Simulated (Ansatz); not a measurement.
One atom moved along a line in MoS$_{2}$

Level of theory: DFT PBEsol, scalar-relativistic, plane waves, PAW in Ansatz 0.2.0. The runs took a 420 eV cutoff, a Γ-centred 8×12×12 mesh and Gaussian smearing (0.15 eV). No spin polarisation. Energies are free energies at this smearing, counted from the undisturbed cell; pressure is positive in compression.

The starting cell (relaxed at this level; this form isn't the usual structure):

```
Mo S
1.0
     0.00000    0.00000    6.12471
     3.14118    5.44069    0.00000
    -6.28237    0.00000    0.00000
Mo S
4 8
Direct
  0.50000 0.00000 0.50000
  0.50000 0.00000 0.00000
  0.50000 0.50000 0.50000
  0.50000 0.50000 0.00000
  0.24106 0.33333 0.66667
  0.24106 0.33333 0.16667
  0.24106 0.83333 0.66667
  0.24106 0.83333 0.16667
  0.75894 0.16667 0.33333
  0.75894 0.16667 0.83333
  0.75894 0.66667 0.33333
  0.75894 0.66667 0.83333
```

The cell holds layers and no dispersion correction was added, so their binding is poorly described.

Atom 5 (S) is moved by x along the Cartesian unit vector (0.000, 0.000, 1.000); the cell and all other atoms stay fixed. The cell is metallic on the mesh throughout.

```csv
x (Å),ΔE (meV/cell),force along x on the moved atoms (eV/Å),pressure (GPa)
-0.3000,458.6,?,?
-0.1500,130.4,1.63,-1.6
0.0000,0.0,0.00,0.0
0.2250,377.6,-3.54,3.4
```

Problem. Give the withheld values.

Solution. force along x on the moved atoms (eV/Å) at x (Å) = -0.3000: 2.65; pressure (GPa) at x (Å) = -0.3000: -2.7.

Cost: 4 runs of about 13 core-minutes in all, on Arm Neoverse V1 (shared hosts).